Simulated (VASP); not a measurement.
# Rb (I4/mmm) in VASP: further runs

Aim: see how the results for Rb move with the level of theory and the settings. Levels: LDA, PBE. Tasks: single point.

Program: VASP 6.6.1. These are calculated values, not measurements. Logs are shortened: lines on timing, memory, paths and dates and some standing lists are left out, and cuts for length are marked.

## Step 1: The structure

Symmetry: I4/mmm, No. 139, tetragonal system. Conventional cell: a = 5.909 Å, b = 5.909 Å, c = 5.462 Å, α = 90.00°, β = 90.00°, γ = 90.00°.

This isn't the form of Rb at room conditions, which is bcc.

## Step 2: Single point, LDA

INCAR

```
PREC     = Accurate       # precision mode
ENCUT    = 520            # plane-wave cutoff, eV
EDIFF    = 1E-6           # SCF threshold, eV
ISMEAR   = -1             # smearing method
SIGMA    = 0.05           # smearing width, eV
LREAL    = F              # projectors in reciprocal space
LASPH    = T              # aspherical terms in the spheres
NELM     = 100            # most SCF steps
ALGO     = Normal         # electronic algorithm
ISIF     = 2              # what is computed and relaxed
LWAVE    = F              # write WAVECAR
LCHARG   = F              # write CHGCAR
GGA      = CA             # functional
NBANDS   = 10             # bands
```

KPOINTS

```
Automatic mesh
0
Gamma
  7 7 7
```

POSCAR

```
Rb
1.0
   -2.9545118615      2.9545118615      2.7308451955
    2.9545118615     -2.9545118615      2.7308451955
    2.9545118615      2.9545118615     -2.7308451955
Rb
1
Direct
    0.0000000000      0.0000000000      0.0000000000
```

Potentials or basis: VASP PAW LDA potentials, release 64 (Rb_sv).

Command:

```console
$ cat potpaw_LDA.64/Rb_sv/POTCAR > POTCAR
$ mpirun -np 1 vasp_std > vasp.out
```

OUTCAR:

```text
PREC = Accurate
   ENCUT = 520
   EDIFF = 1E-6
   ISMEAR = -1
   LREAL = F
   LASPH = T
   NELM = 100
   ISIF = 2
   GGA = CA

 ion  position               nearest neighbor table
   1  0.000  0.000  0.000-

  LATTYP: Found a body centered tetragonal cell.
 ALAT       =     5.9090237230
 C/A-ratio  =     0.9242965754

  Lattice vectors:

 A1 = (  -2.9545118615,   2.9545118615,   2.7308451955)
 A2 = (   2.9545118615,  -2.9545118615,   2.7308451955)
 A3 = (   2.9545118615,   2.9545118615,  -2.7308451955)

Analysis of symmetry for initial positions (statically):
=====================================================================
 Subroutine PRICEL returns:
 Original cell was already a primitive cell.

 Routine SETGRP: Setting up the symmetry group for a
 body centered tetragonal supercell.

 Subroutine GETGRP returns: Found 16 space group operations
 (whereof 16 operations were pure point group operations)
 out of a pool of 16 trial point group operations.

The static configuration has the point symmetry D_4h.

Analysis of symmetry for dynamics (positions and initial velocities):
=====================================================================
 Subroutine PRICEL returns:
 Original cell was already a primitive cell.

 Routine SETGRP: Setting up the symmetry group for a
 body centered tetragonal supercell.

 Subroutine GETGRP returns: Found 16 space group operations
 (whereof 16 operations were pure point group operations)
 out of a pool of 16 trial point group operations.

The dynamic configuration has the point symmetry D_4h.

 Subroutine INISYM returns: Found 16 space group operations
 (whereof 16 operations are pure point group operations),
 and found     1 'primitive' translations

----------------------------------------------------------------------------------------

                                     Primitive cell

  volume of cell :      95.3517

  direct lattice vectors                    reciprocal lattice vectors
    -2.954511861  2.954511861  2.730845196     0.000000000  0.169232693  0.183093498
     2.954511861 -2.954511861  2.730845196     0.169232693  0.000000000  0.183093498
     2.954511861  2.954511861 -2.730845196     0.169232693  0.169232693  0.000000000

  length of vectors
     4.991572514  4.991572514  4.991572514     0.249324956  0.249324956  0.239331170

  position of ions in fractional coordinates (direct lattice)
     0.000000000  0.000000000  0.000000000

  ion indices of the primitive-cell ions
   primitive index   ion index
                 1           1

----------------------------------------------------------------------------------------

 KPOINTS: Automatic mesh

Automatic generation of k-mesh.
 Grid dimensions read from file:
 generate k-points for:    7    7    7

 Generating k-lattice:

  Cartesian coordinates                     Fractional coordinates (reciprocal lattice)
     0.000000000  0.024176099  0.026156214     0.142857143  0.000000000  0.000000000
     0.024176099  0.000000000  0.026156214     0.000000000  0.142857143  0.000000000
     0.024176099  0.024176099  0.000000000     0.000000000  0.000000000  0.142857143

  Length of vectors
     0.035617851  0.035617851  0.034190167

  Shift w.r.t. Gamma in fractional coordinates (k-lattice)
     0.000000000  0.000000000  0.000000000

 Subroutine IBZKPT returns following result:
 ===========================================

 Found     40 irreducible k-points:

 Following reciprocal coordinates:
            Coordinates               Weight
  0.000000  0.000000  0.000000      1.000000
  0.142857 -0.000000  0.000000      8.000000
  0.285714  0.000000  0.000000      8.000000
  0.428571 -0.000000  0.000000      8.000000
  0.142857  0.142857  0.000000      8.000000
  0.285714  0.142857  0.000000     16.000000
[... 16 lines left out ...]
 -0.142857  0.285714  0.142857      8.000000
 -0.428571  0.428571  0.142857      8.000000
 [... further k-points ...]
   k-points           NKPTS =     40   k-points in BZ     NKDIM =     40   number of bands    NBANDS=     10
   number of dos      NEDOS =    301   number of ions     NIONS =      1
   total plane-waves  NPLWV =  64000
   dimension x,y,z NGX =    40 NGY =   40 NGZ =   40
   dimension x,y,z NGXF=    80 NGYF=   80 NGZF=   80
   ions per type =               1
   NGX,Y,Z   is equivalent  to a cutoff of  13.32, 13.32, 13.32 a.u.
   NGXF,Y,Z  is equivalent  to a cutoff of  26.64, 26.64, 26.64 a.u.
 SYSTEM =  unknown system
   PREC   = accura    normal or accurate (medium, high low for compatibility)
   ISTART =      0    job   : 0-new  1-cont  2-samecut
   ICHARG =      2    charge: 1-file 2-atom 10-const
   ISPIN  =      1    spin polarized calculation?
   LNONCOLLINEAR =      F non collinear calculations
   LSORBIT =      F    spin-orbit coupling
   LASPH  =      T    aspherical Exc in radial PAW
   ENCUT  =  520.0 eV  38.22 Ry    6.18 a.u.   9.28  9.28  9.28*2*pi/ulx,y,z
   NELM   =    100;   NELMIN=  2; NELMDL= -5     # of ELM steps
   EDIFF  = 0.1E-05   stopping-criterion for ELM
   LREAL  =      F    real-space projection
   EDIFFG = 0.1E-04   stopping-criterion for IOM
   NSW    =      0    number of steps for IOM
   IBRION =     -1    ionic relax: 0-MD 1-quasi-New 2-CG
   NFREE  =      0    steps in history (QN), initial steepest desc. (CG)
   ISIF   =      2    stress and relaxation
   ISYM   =      2    0-nonsym 1-usesym 2-fastsym
   POTIM  = 0.5000    time-step for ionic-motion
   TEBEG  =    0.0;   TEEND  =   0.0 temperature during run
   PSTRESS=    0.0 pullay stress
   NELECT =       9.0000    total number of electrons
   NUPDOWN=      -1.0000    fix difference up-down
   EMIN   =  10.00;   EMAX   =-10.00  energy-range for DOS
   EFERMI =   0.00;   METHOD = LEGACY
   ISMEAR =    -1;   SIGMA  =   0.05  broadening in eV -4-tet -1-fermi 0-gaus
   EFERMI_NEDOS =   21; number of points for ismear=-14 and -15
   IALGO  =     38    algorithm
   IMIX   =      4    mixing-type and parameters
     AMIX     =   0.40;   BMIX     =  1.00
     AMIX_MAG =   1.60;   BMIX_MAG =  1.00
  volume/ion in A,a.u.               =      95.35       643.47
  Fermi-wavevector in a.u.,A,eV,Ry     =   0.745383  1.408570  7.559340  0.555596
  Thomas-Fermi vector in A             =   1.840957
   LORBIT       =      0    0 simple, 1 ext, 2 COOP (PROOUT), +10 PAW based schemes
   GGA     = CA    functional components
   LHFCALC =     F    Hartree Fock is set to
   AEXX    =    0.0000 exact exchange contribution
   IVDW    =     0    specifies the selected vdW correction
   LEPSILON=     F    determine dielectric tensor
   LRPA    =     F    only Hartree local field effects (RPA)
 non-spin polarized calculation
  energy-cutoff  :      520.00
  volume of cell :       95.35
 maximum number of plane-waves:      2584
 NGX is ok and might be reduce to    40
   NGX = 19   NGY = 19   NGZ = 19

 number of electron       9.0000000 magnetization

 Free energy of the ion-electron system (eV)
  ---------------------------------------------------
  ext. energy  EPLUGINS =         0.00000000
  ---------------------------------------------------
  free energy    TOTEN  =        -1.03449904 eV

  energy without entropy =       -1.02751375  energy(sigma->0) =       -1.03100639

 E-fermi :  -0.3081     XC(G=0):  -5.5594

 val. band max:       -0.3645641946   @ k =   0.4286  -0.0000   0.0000
 cond. band min:      -0.3049930914   @ k =  -0.4286   0.4286   0.1429
 fundamental gap:      0.0595711031
 Fermi energy:        -0.3081066215

 k-point     1 :       0.0000    0.0000    0.0000
  band No.  band energies     occupation
      1     -29.1306      2.00000
      2     -13.2352      2.00000
      3     -13.2352      2.00000
      4     -13.2342      2.00000
      5      -2.2243      2.00000
      6       2.9867      0.00000
      7       3.3815      0.00000
      8       3.3815      0.00000
      9       3.8931      0.00000
     10       4.4336      0.00000

 k-point     2 :       0.1429   -0.0000    0.0000
  band No.  band energies     occupation
      1     -29.1299      2.00000
      2     -13.2507      2.00000
      3     -13.2408      2.00000
      4     -13.2353      2.00000
      5      -1.9864      2.00000
      6       2.8448      0.00000
      7       2.9522      0.00000
      8       3.4240      0.00000
      9       3.8797      0.00000
     10       4.1690      0.00000

 k-point     3 :       0.2857    0.0000    0.0000
  band No.  band energies     occupation
      1     -29.1284      2.00000
      2     -13.2863      2.00000
      3     -13.2533      2.00000
      4     -13.2365      2.00000
      5      -1.3155      2.00000
      6       1.9318      0.00000
      7       2.4120      0.00000
      8       3.9685      0.00000
      9       4.0785      0.00000
     10       4.1116      0.00000

 k-point     4 :       0.4286   -0.0000    0.0000
  band No.  band energies     occupation
      1     -29.1272      2.00000
      2     -13.3142      2.00000
      3     -13.2632      2.00000
      4     -13.2375      2.00000
      5      -0.3646      1.51136
      6       0.8998      0.00000
      7       2.1330      0.00000
      8       3.8563      0.00000
      9       4.4552      0.00000
     10       4.8425      0.00000
[... 222 lines left out ...]
 k-point    22 :      -0.2857    0.2857    0.1429
  band No.  band energies     occupation
      1     -29.1280      2.00000
      2     -13.2849      2.00000
      3     -13.2540      2.00000
      4     -13.2471      2.00000
      5      -1.1837      2.00000
      6       1.8156      0.00000
      7       2.8689      0.00000
      8       2.9701      0.00000
      9       4.1869      0.00000
     10       4.2889      0.00000

 k-point    23 :      -0.1429    0.2857    0.1429
  band No.  band energies     occupation
      1     -29.1280      2.00000
      2     -13.2821      2.00000
      3     -13.2599      2.00000
      4     -13.2460      2.00000
      5      -1.1646      2.00000
      6       2.0122      0.00000
      7       2.4339      0.00000
      8       3.1868      0.00000
      9       4.1019      0.00000
     10       4.3112      0.00000

 k-point    24 :      -0.4286    0.4286    0.1429
  band No.  band energies     occupation
      1     -29.1269      2.00000
      2     -13.3116      2.00000
      3     -13.2625      2.00000
      4     -13.2454      2.00000
      5      -0.3050      0.96887
      6       0.8141      0.00000
      7       2.6683      0.00000
      8       2.9439      0.00000
      9       4.0971      0.00000
     10       5.1225      0.00000

 [... further k-points ...]

------------------------ aborting loop because EDIFF is reached ----------------------------------------

  FORCE on cell =-STRESS in cart. coord.  units (eV):
  Direction    XX          YY          ZZ          XY          YZ          ZX
  --------------------------------------------------------------------------------------
  -------------------------------------------------------------------------------------
  Total       -0.2875495     -0.2875495     -0.3274521      0.0000000     -0.0000000      0.0000000
  in kB       -4.8316407     -4.8316407     -5.5021167      0.0000000     -0.0000000      0.0000000
  external PRESSURE =      -5.0551327 kB  Pullay stress =       0.0000000 kB

 VOLUME and BASIS-vectors are now :
 -----------------------------------------------------------------------------
  energy-cutoff  :      520.00
  volume of cell :       95.35
      direct lattice vectors                 reciprocal lattice vectors
    -2.954511861  2.954511861  2.730845196     0.000000000  0.169232693  0.183093498
     2.954511861 -2.954511861  2.730845196     0.169232693  0.000000000  0.183093498
     2.954511861  2.954511861 -2.730845196     0.169232693  0.169232693  0.000000000

 POSITION                                       TOTAL-FORCE (eV/Angst)
 -----------------------------------------------------------------------------------
      0.00000      0.00000      0.00000        -0.000000      0.000000      0.000000
 -----------------------------------------------------------------------------------
    total drift:                               -0.000000      0.000000     -0.000000

  FREE ENERGIE OF THE ION-ELECTRON SYSTEM (eV)
  ---------------------------------------------------
  free  energy   TOTEN  =        -1.0344990411 eV

  energy  without entropy=       -1.0275137476  energy(sigma->0) =       -1.03100639
```

It took 19 s on 1 thread of AMD EPYC 9R45 (Zen 5), shared host; peak memory 0.17 GiB.

What came out:

```
Free energy            : -1.0345 eV
Pressure               : -0.5 GPa
Band gap on the k mesh : none (metal or under the smearing width)
```

## Step 3: Single point, LDA

INCAR

```
SYSTEM = Rb
PREC = Accurate
ENCUT = 520
EDIFF = 1E-6
ISMEAR = -1
SIGMA = 0.05
LREAL = .False.
LASPH = .True.
NELM = 100
ALGO = Normal
ISIF = 2
LWAVE = .False.
LCHARG = .True.
LELF = .True.
LVHAR = .True.
NBANDS = 10
```

KPOINTS

```
Automatic mesh
0
Gamma
  7 7 7
  0 0 0
```

POSCAR is that of step 2.

Potentials or basis: VASP PAW LDA potentials, release 64 (Rb_sv).

Command:

```console
$ cat potpaw_LDA.64/Rb_sv/POTCAR > POTCAR
$ mpirun -np 1 vasp_std > vasp.out
```

OUTCAR:

```text
SYSTEM = Rb
   PREC = Accurate
   ENCUT = 520
   EDIFF = 1E-6
   ISMEAR = -1
   LREAL = .False.
   LASPH = .True.
   NELM = 100
   ISIF = 2

 ion  position               nearest neighbor table
   1  0.000  0.000  0.000-

  LATTYP: Found a body centered tetragonal cell.
 ALAT       =     5.9090237230
 C/A-ratio  =     0.9242965754

  Lattice vectors:

 A1 = (  -2.9545118615,   2.9545118615,   2.7308451955)
 A2 = (   2.9545118615,  -2.9545118615,   2.7308451955)
 A3 = (   2.9545118615,   2.9545118615,  -2.7308451955)

[... 490 lines left out ...]
     10       5.1225      0.00000

 [... further k-points ...]

------------------------ aborting loop because EDIFF is reached ----------------------------------------

  FORCE on cell =-STRESS in cart. coord.  units (eV):
  Direction    XX          YY          ZZ          XY          YZ          ZX
  --------------------------------------------------------------------------------------
  -------------------------------------------------------------------------------------
  Total       -0.2875495     -0.2875495     -0.3274521      0.0000000     -0.0000000      0.0000000
  in kB       -4.8316407     -4.8316407     -5.5021167      0.0000000     -0.0000000      0.0000000
  external PRESSURE =      -5.0551327 kB  Pullay stress =       0.0000000 kB

 VOLUME and BASIS-vectors are now :
 -----------------------------------------------------------------------------
  energy-cutoff  :      520.00
  volume of cell :       95.35
      direct lattice vectors                 reciprocal lattice vectors
    -2.954511861  2.954511861  2.730845196     0.000000000  0.169232693  0.183093498
     2.954511861 -2.954511861  2.730845196     0.169232693  0.000000000  0.183093498
     2.954511861  2.954511861 -2.730845196     0.169232693  0.169232693  0.000000000

 POSITION                                       TOTAL-FORCE (eV/Angst)
 -----------------------------------------------------------------------------------
      0.00000      0.00000      0.00000        -0.000000      0.000000      0.000000
 -----------------------------------------------------------------------------------
    total drift:                               -0.000000      0.000000     -0.000000

  FREE ENERGIE OF THE ION-ELECTRON SYSTEM (eV)
  ---------------------------------------------------
  free  energy   TOTEN  =        -1.0344990411 eV

  energy  without entropy=       -1.0275137476  energy(sigma->0) =       -1.03100639
```

OSZICAR:

```text
N       E                     dE             d eps       ncg     rms          rms(c)
DAV:   1     0.427264667452E+02    0.42726E+02   -0.32494E+03   800   0.656E+02
DAV:   2     0.185605496195E+01   -0.40870E+02   -0.40205E+02   890   0.125E+02
DAV:   3    -0.908271069376E+00   -0.27643E+01   -0.27486E+01  1054   0.322E+01
DAV:   4    -0.103348294704E+01   -0.12521E+00   -0.12506E+00  1180   0.603E+00
DAV:   5    -0.103475503635E+01   -0.12721E-02   -0.12720E-02  1040   0.652E-01    0.111E+00
DAV:   6    -0.103434590922E+01    0.40913E-03   -0.19018E-03  1172   0.238E-01    0.659E-01
DAV:   7    -0.103443998564E+01   -0.94076E-04   -0.24129E-03  1140   0.266E-01    0.451E-02
DAV:   8    -0.103449091995E+01   -0.50934E-04   -0.92158E-05   960   0.675E-02    0.198E-02
DAV:   9    -0.103449900760E+01   -0.80877E-05   -0.11498E-05  1122   0.242E-02    0.555E-03
DAV:  10    -0.103449904110E+01   -0.33501E-07   -0.34934E-06  1048   0.101E-02
   1 F= -.10344990E+01 E0= -.10310064E+01  d E =-.698529E-02
```

It took 19 s on 1 thread of AMD EPYC 9R45 (Zen 5), shared host; peak memory 0.17 GiB.

What came out:

```yaml
Free_energy: -1.0345 eV
Pressure: -0.5 GPa
Band_gap_on_the_k_mesh: none (metal or under the smearing width)
```

Levels at points of the mesh, in eV from the Fermi level:
| k point | band 3 | band 4 | band 5 | band 6 | band 7 | band 8 |
| --- | --- | --- | --- | --- | --- | --- |
| (0.00, 0.00, 0.00) | -12.93 | -12.93 | -1.92 | 3.29 | 3.69 | 3.69 |

## Step 4: Single point, PBE

INCAR

```
ALGO     = Normal         # electronic algorithm
EDIFF    = 1E-6           # SCF threshold, eV
ENCUT    = 520            # plane-wave cutoff, eV
GGA      = PE             # functional
ISIF     = 2              # what is computed and relaxed
ISMEAR   = -1             # smearing method
LASPH    = True           # aspherical terms in the spheres
LCHARG   = True           # write CHGCAR
LELF     = True           # ELF
LREAL    = False          # projectors in reciprocal space
LVHAR    = True         
LWAVE    = False          # write WAVECAR
NBANDS   = 10             # bands
NELM     = 100            # most SCF steps
PREC     = Accurate       # precision mode
SIGMA    = 0.04           # smearing width, eV
```

KPOINTS

```
k-points
0
Gamma
  5 5 5
```

POSCAR is that of step 3.

Potentials or basis: VASP PAW PBE potentials, release 64 (Rb_sv).

Command:

```console
$ cat potpaw_PBE.64/Rb_sv/POTCAR > POTCAR
$ mpirun -np 1 vasp_std > vasp.out
```

Wall time 26 s (1 thread of Intel Xeon Platinum 8488C (Sapphire Rapids), shared host); peak memory 0.23 GiB.

The run converged. Its results:

| Property | Result |
| --- | --- |
| Free energy | -0.9440 eV |
| Pressure | -0.1 GPa |
| Band gap on the k mesh | none (metal or under the smearing width) |

Stress tensor (GPa, compression positive):
```
-0.10  0.00  0.00
 0.00 -0.10  0.00
 0.00  0.00 -0.18
```

Levels at points of the mesh, in eV from the Fermi level:
```tsv
k point	band 1	band 2	band 3	band 4	band 5	band 6	band 7	band 8	band 9	band 10
(0.00, 0.00, 0.00)	-28.93	-12.98	-12.98	-12.98	-1.91	3.39	3.79	3.79	4.26	4.81
```
